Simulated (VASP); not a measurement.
Runs of VASP 6.6.1 on KF. It takes space group Fm-3m (No. 225, cubic). Conventional cell: a = 5.309 Å, b = 5.309 Å, c = 5.309 Å, α = 90.00°, β = 90.00°, γ = 90.00°. Around K (site symmetry m-3m) lie 6 F at 2.65 Å. F (site symmetry m-3m) is surrounded by 6 K at 2.65 Å. The cell is a database's computed one.

```tsv
level	potentials or basis	cutoff (eV)	gap on the mesh (eV)	pressure (GPa)	relaxed volume (Å³/atom)
PBEsol	VASP PAW PBE potentials, release 64 (K_pv, F)	580	5.94	0.0	(a)
PBE	VASP PAW PBE potentials, release 64 (K_sv, F)	600	5.94	0.0	19.93
RPBE	VASP PAW PBE potentials, release 64 (K_sv, F)	600	5.83	0.0	21.75
PBEsol	VASP PAW PBE potentials, release 64 (K_sv, F)	600	6.13	0.0	-
PBEsol	VASP PAW PBE potentials, release 64 (K_sv, F_s)	480	6.13	0.0	-
```

Alike in all rows: task relaxation of cell and atoms; no spin polarisation; cell relaxed; k mesh 8 × 8 × 8; smearing gaussian 0.02 eV.

Fill in the values left out.

(a) 19.35.

Caveats: the PAW data sets were made with another functional, which shifts forces and pressure a little (some runs); the relaxation stopped at its first step, so nothing moved (some runs); the volume moved by over 15 % at a fixed basis, so the end points are rough (some runs).

A k mesh can miss the band edges.

The runs don't all hold the same shells in valence.
